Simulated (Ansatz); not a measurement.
# CoSi2/Si/CoSi2: conductance against the thickness of the layer

How fast does the current through CoSi2/Si/CoSi2 fall with each added layer? Both electrodes are CoSi2 fluorite(111); the barrier is Si diamond(111) (whole bilayers). In the first transport cell, after relaxation, the nearest pair of electrode and barrier is Si–Si at 2.38 Å, along the normal, at the lower face and Si–Si at 2.38 Å, along the normal, at the upper one. All share a net of side 3.829 Å, which strains the lower electrode by +1.0 % and the barrier by -1.0 %, against typed lattice constants near PBE's. The first steps treat the bulk electrodes alone.

Program: Ansatz 0.2.0. Level of theory: PBE DFT, plane waves, PAW files, in the first sound run; inputs show where later runs differ. Results are calculated unless marked as measured.

### Step 1. Starting point

It takes space group R-3m (No. 166, trigonal). Conventional cell: a = 3.829 Å, b = 3.829 Å, c = 9.217 Å, α = 90.00°, β = 90.00°, γ = 120.00°. Nearest to Si lie 4 Co at 2.30 to 2.34 Å. Nearest to Co lie 8 Si at 2.30 to 2.34 Å. Farther neighbours are not listed.

### Step 2. Layer spacing of the electrode

The electrode is held to the junction's net and relaxed along the normal; its spacing is used for the ideal lead layers.

The input, input.yaml:

```yaml
crystal:
  lattice:
    - [3.829, 0.0, 0.0]
    - [-1.9145, 3.3160112711, 0.0]
    - [0.0, 0.0, 9.217079601]
  atoms:
    - { symbol: Si, position: [0.0, 0.0, 0.0] }
    - { symbol: Co, position: [0.3333333333, 0.6666666667, 0.0833333333] }
    - { symbol: Si, position: [0.6666666667, 0.3333333333, 0.1666666667] }
    - { symbol: Si, position: [0.3333333333, 0.6666666667, 0.3333333333] }
    - { symbol: Co, position: [0.6666666667, 0.3333333333, 0.4166666667] }
    - { symbol: Si, position: [0.0, 0.0, 0.5] }
    - { symbol: Si, position: [0.6666666667, 0.3333333333, 0.6666666667] }
    - { symbol: Co, position: [0.0, 0.0, 0.75] }
    - { symbol: Si, position: [0.3333333333, 0.6666666667, 0.8333333333] }
kpoints:
  mp_grid: { grid: [12, 12, 3] }
scf:
  occupations: { method: fermi_dirac, width: 0.1 }
  max_iter: 150
hamiltonian:
  xc: pbe
relax:
  f_tol: 0.01
  max_steps: 40
  cell: { fix: [a, b, angles] }
```

Run with:

```console
$ ansatz run input.yaml --threads 8 --pin off --max-ram 24576MiB --backend cpu --events-out ev --progress --plain --runs-dir out
```

Numbers of over 12 decimals in the logs are rounded to 6 here.

Log:

```text
Engine: ansatz 0.2.0, aarch64-unknown-linux-gnu
Pseudopotentials: kind: paw
Pseudopotential: Si, paw, valence charge 4, recommended cutoff 420 eV (normal), Si.paw.azcp
Pseudopotential: Co, paw, valence charge 17, recommended cutoff 420 eV (normal), Co.paw.azcp
Functional definition: PBE
  parameter kappa = 0.804
  parameter beta = 0.066725
  exchange = pbe_x(kappa = kappa, mu = beta*pi^2/3)
  correlation = pbe_c(beta = beta)
Crystal: 9 atoms, lattice volume = 117.029 Å³
Basis set: ecut = 420 eV, 2275 PW (Γ), exchange–correlation on 54×54×128 points (8 copies of the dense FFT grid, shifted against one another)
Bands: 47, of which v1, the nominal top of the filled ones, is band 38 counted from 1 (37 counted from 0)
Symmetry: 36 space group operations
Space group: R-3m (ITA 166), of the structure as read, at distance tolerance 4.9e-5 Å
k-points: 50 of 432
Non-local potential: Si, projectors of the file, l = 0: 2, l = 1: 2, l = 2: 2
Non-local potential: Co, projectors of the file, l = 0: 3, l = 1: 2, l = 2: 3, l = 3: 1
PAW form: soft (Blöchl's): semilocal exchange-correlation on the pseudo side does not see the compensation charge
PAW one-centre angular grid: Si, 110 points (default); XC on 64 Gauss nodes
PAW one-centre angular grid: Co, 590 points (default); XC on 64 Gauss nodes
Initial density: superposition of atomic densities (neutral atoms: chi_scale 0, normalization atom), corrected by the library's trained network
Initial wavefunctions: pseudopotential atomic-orbital guess
Functional: x = pbe(κ = 0.804, μ = 0.219515), c = pbe(β = 0.066725)
SCF iter   1: F=—  HF=-19197.567859 eV  |F-HF|=—  |Δ(HF+E_count)|=         —  Δρ=4.55e-3  dr2=2.58e-2  ethr=1.77e-3  ⟨swp⟩=7.5  Hψ=9957  notcnv=0  defer=10
preconditioner: auto → Kerker (q_TF=auto, 2.533 Å⁻¹)  [metal: Δε(μ)=0.012 eV  Ē_g=7.078 eV  σ=0.100 eV  W_gap=0.03  n_scr=36 (ndim 8)  ℏωp=24.5 eV  f_vac=0.003  D(μ)=2.92/eV (n_scr^D=24)]
SCF iter   2: F=—  HF=-19197.567787 eV  |F-HF|=—  |Δ(HF+E_count)|=   7.20e-5  Δρ=3.50e-3  dr2=1.65e-2  ethr=3.44e-5  ⟨swp⟩=2.0  Hψ=3461  notcnv=0  defer=12
SCF iter   3: F=—  HF=-19197.569404 eV  |F-HF|=—  |Δ(HF+E_count)|=   1.62e-3  Δρ=5.38e-3  dr2=2.22e-2  ethr=2.20e-5  ⟨swp⟩=2.0  Hψ=3293  notcnv=0  defer=15
SCF iter   4: F=—  HF=-19197.567882 eV  |F-HF|=—  |Δ(HF+E_count)|=   1.52e-3  Δρ=2.77e-3  dr2=6.08e-3  ethr=2.20e-5  ⟨swp⟩=1.0  Hψ=2299  notcnv=0  defer=15
SCF iter   5: F=—  HF=-19197.567486 eV  |F-HF|=—  |Δ(HF+E_count)|=   3.96e-4  Δρ=1.06e-3  dr2=9.27e-4  ethr=8.10e-6  ⟨swp⟩=1.0  Hψ=2299  notcnv=0  defer=14
SCF iter   6: F=—  HF=-19197.567429 eV  |F-HF|=—  |Δ(HF+E_count)|=   5.69e-5  Δρ=1.54e-4  dr2=2.16e-5  ethr=1.24e-6  ⟨swp⟩=2.0  Hψ=2734  notcnv=0  defer=13
SCF iter   7: F=—  HF=-19197.567380 eV  |F-HF|=—  |Δ(HF+E_count)|=   4.94e-5  Δρ=4.54e-5  dr2=1.90e-6  ethr=2.87e-8  ⟨swp⟩=2.2  Hψ=3476  notcnv=0  defer=13
SCF iter   8: F=—  HF=-19197.567380 eV  |F-HF|=—  |Δ(HF+E_count)|=   7.57e-9  Δρ=1.17e-5  dr2=1.12e-7  ethr=2.53e-9  ⟨swp⟩=2.2  Hψ=3313  notcnv=0  defer=13
SCF iter   9: F=-19197.567380 eV  HF=-19197.567380 eV  |F-HF|=2.53e-8  |Δ(HF+E_count)|=   7.76e-9  Δρ=6.05e-6  dr2=2.93e-8  ethr=1.33e-10  ⟨swp⟩=3.9  Hψ=6866  notcnv=0
SCF 1 converged in 9 iterations: F = -19197.567380 eV  dr2 = 2.93e-8
  greatest PAW one-centre occupation: 1.000 electrons in one spin orbital (limit 2), on the Co atom at site 7 (counted from 0), in its partial waves of l = 0
relax step   1: F+E_penalty+E_count = -19197.56737966 eV  Δ(F+E_penalty+E_count) = +0.000e0 eV  max|allowed force component| = 1.814e-1 eV/Å  Δτ_max = 0.0000 Å  P = -2.202 GPa  Ω = 117.029 Å³  fix = [a, b, alpha, beta, gamma]  reactions: a -3.888, b -3.888 GPa  (9 SCF iters, dr2 threshold 1.00e-7 eV, accepted)
Crystal: 9 atoms, lattice volume = 117.018 Å³
Initial density: handed on by an earlier stage of this run
Initial wavefunctions: those handed on with the density
iter 1 solved again at ethr=3.96e-7 eV; its pass at ethr=3.10e-3 eV (dr2=2.97e-4 eV) is discarded
SCF iter   1: F=—  HF=-19197.572785 eV  |F-HF|=—  |Δ(HF+E_count)|=         —  Δρ=5.07e-4  dr2=3.35e-4  ethr=3.96e-7  ⟨swp⟩=2.5  Hψ=9886  notcnv=0
preconditioner: auto → Kerker (q_TF=auto, 2.533 Å⁻¹)  [metal: Δε(μ)=0.009 eV  Ē_g=7.082 eV  σ=0.100 eV  W_gap=0.02  n_scr=36 (ndim 8)  ℏωp=24.5 eV  f_vac=0.000  D(μ)=2.88/eV (n_scr^D=24)]
SCF iter   2: F=—  HF=-19197.572679 eV  |F-HF|=—  |Δ(HF+E_count)|=   1.06e-4  Δρ=3.03e-4  dr2=1.26e-4  ethr=3.96e-7  ⟨swp⟩=1.0  Hψ=2351  notcnv=0
SCF iter   3: F=—  HF=-19197.572641 eV  |F-HF|=—  |Δ(HF+E_count)|=   3.80e-5  Δρ=3.87e-5  dr2=1.42e-6  ethr=1.68e-7  ⟨swp⟩=2.0  Hψ=3489  notcnv=0
iter 4 did not close the SCF: its close was put off for the readings that it lacked (scf_convergence_deferred on its scf_iter line)
SCF iter   4: F=-19197.572641 eV  HF=-19197.572641 eV  |F-HF|=5.95e-8  |Δ(HF+E_count)|=   3.38e-7  Δρ=1.31e-5  dr2=1.21e-7  ethr=1.89e-9  ⟨swp⟩=2.0  Hψ=3565  notcnv=0
iter 5 did not close the SCF: its close was put off for the readings that it lacked (scf_convergence_deferred on its scf_iter line)
SCF iter   5: F=-19197.572641 eV  HF=-19197.572641 eV  |F-HF|=2.61e-9  |Δ(HF+E_count)|=   1.06e-9  Δρ=3.46e-6  dr2=5.93e-9  ethr=1.62e-10  ⟨swp⟩=2.3  Hψ=3269  notcnv=0
SCF iter   6: F=-19197.572641 eV  HF=-19197.572641 eV  |F-HF|=6.91e-11  |Δ(HF+E_count)|=  4.87e-10  Δρ=7.41e-7  dr2=4.51e-10  ethr=7.91e-12  ⟨swp⟩=1.1  Hψ=5857  notcnv=0
SCF 2 converged in 6 iterations: F = -19197.572641 eV  dr2 = 4.51e-10
relax step   2: F+E_penalty+E_count = -19197.57264088 eV  Δ(F+E_penalty+E_count) = -5.261e-3 eV  max|allowed force component| = 1.131e-1 eV/Å  Δτ_max = 0.0060 Å  P = -2.213 GPa  Ω = 117.018 Å³  energy of the carried Pulay correction = +4.666e-6 eV  fix = [a, b, alpha, beta, gamma]  reactions: a -3.667, b -3.667 GPa  (6 SCF iters, dr2 threshold 9.00e-7 eV, accepted)
Crystal: 9 atoms, lattice volume = 116.949 Å³
iter 1 solved again at ethr=1.05e-6 eV; its pass at ethr=3.10e-3 eV (dr2=7.87e-4 eV) is discarded
SCF iter   1: F=—  HF=-19197.576341 eV  |F-HF|=—  |Δ(HF+E_count)|=         —  Δρ=8.49e-4  dr2=8.79e-4  ethr=1.05e-6  ⟨swp⟩=2.5  Hψ=9948  notcnv=0
preconditioner: auto → Kerker (q_TF=auto, 2.534 Å⁻¹)  [metal: Δε(μ)=0.013 eV  Ē_g=7.085 eV  σ=0.100 eV  W_gap=0.03  n_scr=36 (ndim 8)  ℏωp=24.5 eV  f_vac=0.000  D(μ)=2.87/eV (n_scr^D=24)]
SCF iter   2: F=—  HF=-19197.576137 eV  |F-HF|=—  |Δ(HF+E_count)|=   2.04e-4  Δρ=5.07e-4  dr2=3.33e-4  ethr=1.05e-6  ⟨swp⟩=1.0  Hψ=2350  notcnv=0
SCF iter   3: F=—  HF=-19197.576042 eV  |F-HF|=—  |Δ(HF+E_count)|=   9.53e-5  Δρ=6.16e-5  dr2=3.66e-6  ethr=4.45e-7  ⟨swp⟩=2.0  Hψ=3481  notcnv=0
iter 4 did not close the SCF: its close was put off for the readings that it lacked (scf_convergence_deferred on its scf_iter line)
SCF iter   4: F=-19197.576041 eV  HF=-19197.576041 eV  |F-HF|=1.45e-7  |Δ(HF+E_count)|=   8.87e-7  Δρ=1.98e-5  dr2=3.08e-7  ethr=4.88e-9  ⟨swp⟩=2.0  Hψ=3581  notcnv=0
iter 5 did not close the SCF: its close was put off for the readings that it lacked (scf_convergence_deferred on its scf_iter line)
SCF iter   5: F=-19197.576041 eV  HF=-19197.576041 eV  |F-HF|=1.15e-8  |Δ(HF+E_count)|=   1.18e-8  Δρ=7.13e-6  dr2=3.39e-8  ethr=4.11e-10  ⟨swp⟩=2.2  Hψ=3254  notcnv=0
SCF iter   6: F=-19197.576041 eV  HF=-19197.576041 eV  |F-HF|=1.51e-9  |Δ(HF+E_count)|=   1.46e-9  Δρ=1.57e-6  dr2=3.80e-9  ethr=4.52e-11  ⟨swp⟩=2.0  Hψ=6860  notcnv=0
SCF 3 converged in 6 iterations: F = -19197.576041 eV  dr2 = 3.80e-9
relax step   3: F+E_penalty+E_count = -19197.57604108 eV  Δ(F+E_penalty+E_count) = -3.400e-3 eV  max|allowed force component| = 8.664e-4 eV/Å  Δτ_max = 0.0104 Å  P = -2.134 GPa  Ω = 116.949 Å³  energy of the carried Pulay correction = +3.433e-5 eV  fix = [a, b, alpha, beta, gamma]  reactions: a -3.243, b -3.243 GPa  (6 SCF iters, dr2 threshold 9.00e-7 eV, accepted)
[...]
relax step   4: F+E_penalty+E_count = -19197.57604065 eV  Δ(F+E_penalty+E_count) = +4.300e-7 eV  max|allowed force component| = 5.213e-4 eV/Å  Δτ_max = 0.0001 Å  P = -2.151 GPa  Ω = 116.961 Å³  energy of the carried Pulay correction = +2.916e-5 eV  fix = [a, b, alpha, beta, gamma]  reactions: a -3.251, b -3.251 GPa  (6 SCF iters, dr2 threshold 1.76e-8 eV, accepted)
Initial wavefunctions: pseudopotential atomic-orbital guess (no wavefunctions were taken with the density)
iter 1 solved again at ethr=4.44e-6 eV; its pass at ethr=3.10e-3 eV (dr2=3.33e-3 eV) is discarded
SCF iter   1: F=—  HF=-19197.576049 eV  |F-HF|=—  |Δ(HF+E_count)|=         —  Δρ=4.34e-6  dr2=5.88e-9  ethr=4.44e-6  ⟨swp⟩=2.9  Hψ=14752  notcnv=0
eigensolver tolerance schedule: the retry pair's looser diagonalisation over-reported the residual by 566631.90 of it (diagonalisation noise at an unbounded share of the residual, at the tolerance the schedule requests for it); recorded, not acted on — ethr = c·dr2/N_el stays at c = 1.0e-1
SCF iter   2: F=—  HF=-19197.576007 eV  |F-HF|=—  |Δ(HF+E_count)|=   4.14e-5  Δρ=9.02e-7  dr2=1.98e-10  ethr=7.84e-12  ⟨swp⟩=3.9  Hψ=6990  notcnv=0
SCF iter   3: F=—  HF=-19197.576007 eV  |F-HF|=—  |Δ(HF+E_count)|=  1.82e-11  Δρ=6.19e-7  dr2=2.21e-10  ethr=1.00e-12  ⟨swp⟩=1.4  Hψ=2627  notcnv=0
iter 4 did not close the SCF: its close was put off for the readings that it lacked (scf_convergence_deferred on its scf_iter line)
SCF iter   4: F=-19197.576007 eV  HF=-19197.576007 eV  |F-HF|=0.00e0  |Δ(HF+E_count)|=  2.55e-11  Δρ=8.35e-8  dr2=4.91e-12  ethr=1.00e-12  ⟨swp⟩=1.0  Hψ=2350  notcnv=0
iter 5 did not close the SCF: its close was put off for the readings that it lacked (scf_convergence_deferred on its scf_iter line)
SCF iter   5: F=-19197.576007 eV  HF=-19197.576007 eV  |F-HF|=3.64e-12  |Δ(HF+E_count)|=  7.28e-12  Δρ=3.79e-8  dr2=1.50e-12  ethr=1.00e-12  ⟨swp⟩=1.0  Hψ=2350  notcnv=0
iter 6 did not close the SCF: its close was put off for the readings that it lacked (scf_convergence_deferred on its scf_iter line)
SCF iter   6: F=-19197.576007 eV  HF=-19197.576007 eV  |F-HF|=3.64e-12  |Δ(HF+E_count)|=  3.64e-12  Δρ=3.65e-8  dr2=9.83e-13  ethr=1.00e-12  ⟨swp⟩=1.0  Hψ=2350  notcnv=0
iter 7 did not close the SCF: its close was put off for the readings that it lacked (scf_convergence_deferred on its scf_iter line)
SCF iter   7: F=-19197.576007 eV  HF=-19197.576007 eV  |F-HF|=7.28e-12  |Δ(HF+E_count)|=  3.64e-12  Δρ=1.27e-8  dr2=1.48e-13  ethr=1.00e-12  ⟨swp⟩=1.0  Hψ=2350  notcnv=0
SCF iter   8: F=-19197.576007 eV  HF=-19197.576007 eV  |F-HF|=1.46e-11  |Δ(HF+E_count)|=  3.64e-12  Δρ=1.95e-9  dr2=3.12e-15  ethr=1.00e-12  ⟨swp⟩=1.0  Hψ=4900  notcnv=0
SCF 5 converged in 8 iterations: F = -19197.576007 eV  dr2 = 3.12e-15
relax step   5: F+E_penalty+E_count = -19197.57600732 eV  Δ(F+E_penalty+E_count) = +3.334e-5 eV  max|allowed force component| = 5.263e-4 eV/Å  Δτ_max = 0.0000 Å  P = -2.152 GPa  Ω = 116.961 Å³  fix = [a, b, alpha, beta, gamma]  reactions: a -3.252, b -3.252 GPa  stress off target by 4.80e-2 GPa on what of the cell is left free  SCF on the basis re-selected at this cell (its energy is not comparable with the rows above)  (8 SCF iters)
basis re-selected at this cell: Δ(F+E_penalty+E_count) = +3.334e-5 eV, ΔP = -0.000 GPa vs the last step (what re-selecting the basis moved, of the pressure what is left beyond the Pulay correction that the steps carried, after the strain that the cell walked since its last selection, with what the two solves' SCF thresholds leave and, on support functions, any second-order correction that the steps lacked; it is no m [...]
SCF converged after 8 iterations
Free energy (F): -19197.576007 eV
Harris-Foulkes:  -19197.576007 eV  (|F-HF|=1.46e-11)
Internal energy: -19197.477100 eV  (E = F + TS)
E sigma→0 (E₀):  -19197.526554 eV
Entropy (-TS):   -0.098907 eV (-10.990 meV/atom)
Fermi energy:    12.636328 eV
--- Per-component energies (eV) ---
  E_band       = -867.312385
  E_kinetic    = 1638.875500
  E_local      = -12339.031305  (includes V_loc(G=0)·N_el)
  E_nonlocal   = 1503.289307
  E_hartree    = 5365.270776
  E_xc         = -820.917101
  E_vxc        = -913.920572  (∫ρ·V_xc dr)
  E_paw        = -7623.808044  (= ΣΔE_a)
  E_vpaw       = -1487.067190  (= ΣTr[D̂ρ^β])
  E_aug_tail   = 0.000325  (compensation charges beyond the density's cutoff)
  E_ewald      = -6921.156558
  E_smearing   = -0.098907  (= −TS)
  E_closure    = -0.000000  (closes the sum)
  Σ components = -19197.576007   (vs F -19197.576007, Δ=0.00e0)
--- Forces (eV/Å), atoms counted from 1 ---
  atom   1  Si     0.00000000    -0.00000000     0.00052629
  atom   2  Co     0.00000000     0.00000000     0.00000000
  atom   3  Si    -0.00000000     0.00000000    -0.00052629
  atom   4  Si     0.00000000    -0.00000000     0.00052629
  atom   5  Co     0.00000000     0.00000000     0.00000000
  atom   6  Si     0.00000000     0.00000000    -0.00052629
  atom   7  Si    -0.00000000    -0.00000000     0.00052629
  atom   8  Co    -0.00000000    -0.00000000     0.00000000
  atom   9  Si     0.00000000     0.00000000    -0.00052629
  max |Σ_I F_I| component: 8.02e-17 eV/Å
--- Stress (GPa, compression-positive) ---
       -3.251668      -0.000000      -0.000000
       -0.000000      -3.251668      -0.000000
        0.000000      -0.000000       0.047990
  P = ⅓ Tr σ = -2.1518 GPa (-21.518 kbar)
--- Relaxed structure (4 steps of the walk, 4 accepted, 1 SCFs on fresh bases) ---
  F+E_penalty+E_count = -19197.57600732 eV   max|allowed force component| = 5.263e-4 eV/Å   (the final SCF, on the basis selected at the relaxed cell)
  cell:  # Å, volume = 116.9615 Å³
    - [3.829000, 0, 0]
    - [-1.914500, 3.316011, 0]
    - [0, 0, 9.211735]
  atoms:
    - { symbol: Si, position: [0, 0, 0.0017712] }
    - { symbol: Co, position: [0.333333, 0.666667, 0.083333] }
    - { symbol: Si, position: [0.666667, 0.333333, 0.164895] }
    - { symbol: Si, position: [0.333333, 0.666667, 0.335105] }
    - { symbol: Co, position: [0.666667, 0.333333, 0.416667] }
    - { symbol: Si, position: [0, 0, 0.498229] }
    - { symbol: Si, position: [0.666667, 0.333333, 0.668438] }
    - { symbol: Co, position: [0, 0, 0.750000] }
    - { symbol: Si, position: [0.333333, 0.666667, 0.831562] }
```

The job ended after 10 s (8 threads of Arm Neoverse V2, shared host; peak memory 0.72 GiB).

This run has no spin polarisation, although Co can carry a moment.

Relaxation path:

| step | energy less that of the first step (eV) | largest force component (eV/Å) | pressure (GPa) | volume (Å³) |
| --- | --- | --- | --- | --- |
| 1 | 0.0000 | 0.1814 | -2.20 | 117.03 |
| 2 | -0.0053 | 0.1131 | -2.21 | 117.02 |
| 3 | -0.0087 | 0.0009 | -2.13 | 116.95 |
| 4 | -0.0087 | 0.0005 | -2.15 | 116.96 |
| 5* | -0.0086 | 0.0005 | -2.15 | 116.96 |

Relaxation steps marked * repeat the geometry before them on a plane-wave basis chosen anew for their cell, so energy and pressure can jump there.

Forces are held to the 36 operations that the run works with; a distortion that breaks them can't arise in this run.

| conventional cell, symmetrised | before | after | change |
| --- | --- | --- | --- |
| a (Å) | 3.829 | 3.829 | +0.0 % |
| b (Å) | 3.829 | 3.829 | +0.0 % |
| c (Å) | 9.217 | 9.212 | -0.1 % |
| volume (Å³/atom) | 13.00 | 13.00 | -0.1 % |

The atoms that moved most (Å, as changes of fractional coordinates times the final cell):

| atom | dx | dy | dz | length |
| --- | --- | --- | --- | --- |
| Si4 | 0.000 | 0.000 | 0.016 | 0.016 |
| Si3 | 0.000 | 0.000 | -0.016 | 0.016 |
| Si1 | 0.000 | 0.000 | 0.016 | 0.016 |
| Si6 | 0.000 | 0.000 | -0.016 | 0.016 |
| Si7 | 0.000 | 0.000 | 0.016 | 0.016 |
| Si9 | 0.000 | 0.000 | -0.016 | 0.016 |

The relaxed structure:

```cif
data_structure
_symmetry_space_group_name_H-M 'P 1'
_symmetry_Int_Tables_number 1
_cell_length_a 3.8290
_cell_length_b 3.8290
_cell_length_c 9.2117
_cell_angle_alpha 90.000
_cell_angle_beta 90.000
_cell_angle_gamma 120.000
_cell_volume 116.96
loop_
_atom_site_label
_atom_site_type_symbol
_atom_site_fract_x
_atom_site_fract_y
_atom_site_fract_z
_atom_site_occupancy
Si1 Si 0.00000 0.00000 0.00177 1
Co2 Co 0.33333 0.66667 0.08333 1
Si3 Si 0.66667 0.33333 0.16490 1
Si4 Si 0.33333 0.66667 0.33510 1
Co5 Co 0.66667 0.33333 0.41667 1
Si6 Si 0.00000 0.00000 0.49823 1
Si7 Si 0.66667 0.33333 0.66844 1
Co8 Co 0.00000 0.00000 0.75000 1
Si9 Si 0.33333 0.66667 0.83156 1
```

This step gave:

| Item | Value |
| --- | --- |
| free energy | -19197.5760 eV |
| Fermi energy | 12.64 eV |
| pressure | -2.152 GPa |

The relaxation ends with a largest force component of 5.3e-4 eV/Å.

(Continued in part 2 of 6.)

[Logs are printed without paths, hosts, clocks, repeated set-up lines and the standing remarks that a program may print on its own settings, such as how far it seeks lower states.]

[Hosts, paths, dates, database ids (printed as entryN), source tags and the programs' standing remarks are cut or masked in the printed files.]
